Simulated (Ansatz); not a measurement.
AlAs built on the zincblende prototype, relaxed with r2SCAN: it is cubic, F-43m (No. 216); a = 5.678 Å in the conventional setting, 22.88 Å³ an atom. Around Al lie 4 As at 2.46 Å; around As lie 4 Al at 2.46 Å. One-shot G0W0@PBE in the PAW code Ansatz on a 6×6×6 mesh (contour deformation, no spin-orbit coupling), from a PBE gap of 1.457 eV over the mesh points (the G0W0 gap is indirect on the mesh); the number N of bands summed and the screening cutoff rise together. (Simulation; spin polarisation is off.)

| N | cutoff (eV) | 1000/N | G0W0 gap (eV) |
| --- | --- | --- | --- |
| 112 | 100 | 8.929 | 2.041 |
| 259 | 180 | 3.861 | 2.160 |

Problem. Lay a straight line in 1000/N through these rows.

Solution. The slope is -0.0235 eV per unit of 1000/N and the intercept 2.251 eV.

Problem. Predict the gap at N = 495 (260 eV).

Solution. 2.251 + (-0.0235) × 2.020 = 2.204 eV; the run gives 2.203 eV, -0.001 eV from the line.

Problem. With that run's result added, what limit do the last two rows suggest?

Solution. Their slope is (2.203 − 2.160)/(2.020 − 3.861) = -0.0234, which meets 1/N = 0 at 2.25 eV, against 2.251 eV from the first line. The two lines nearly agree; the k mesh isn't extrapolated.

Spin-orbit coupling is left out.
